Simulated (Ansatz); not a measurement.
## Ge: changing the functional

```
Ge
1.0
     4.00312    0.00000    0.00000
    -2.00156    3.46680    0.00000
     0.00000    0.00000   13.15671
Ge
8
Direct
  0.33333 0.66667 0.15594
  0.66667 0.33333 0.84406
  0.66667 0.33333 0.65594
  0.33333 0.66667 0.34406
  0.00000 0.00000 0.09315
  0.00000 0.00000 0.90685
  0.00000 0.00000 0.59315
  0.00000 0.00000 0.40685
```

This isn't the form of Ge at room conditions, which is diamond.

Kept alike: task band structure; k mesh 8 × 8 × 2; occupations fermi-dirac, width 0.05 eV; no spin polarisation. Program: Ansatz, Ansatz PAW. Cutoffs run from 420 to 500 eV. The mesh is that of the run's cell of 8 atoms. No spin-orbit coupling.

| functional | pressure (GPa) |
| --- | --- |
| LDA | -1.89 |
| PBEsol | 0.01 |
| r2SCAN | -0.05 |

Pressure is positive in compression, with a Pulay correction for the finite cutoff. All rows use potentials made for PBE.

**Question.** What does the functional change here?

**Answer.** The pressure runs from -1.89 (LDA) to 0.01 GPa (PBEsol).

At this fixed cell, LDA alone gives an appreciable pressure, and its negative sign means that the lattice would contract if released. PBEsol and r2SCAN both leave the cell almost free of mean stress, so their equilibrium volumes for this four-layer hexagonal stacking of tetrahedral Ge must lie close to the one used. The LDA result fits its familiar overbinding: a description based on the local density alone favours the more uniform density of a compressed covalent network too strongly. Gradient corrections reduce that bias, and PBEsol is built to do so for densely packed solids. r2SCAN also uses the kinetic-energy density, which helps it recognise covalent bonds, yet it arrives at nearly the same volume. The small difference between these two is no basis for ranking them, and the near-zero PBEsol value probably reflects how the cell was chosen rather than its accuracy against experiment. Since pressure averages the diagonal stresses, a vanishing value doesn't establish that the axial ratio is relaxed as well.
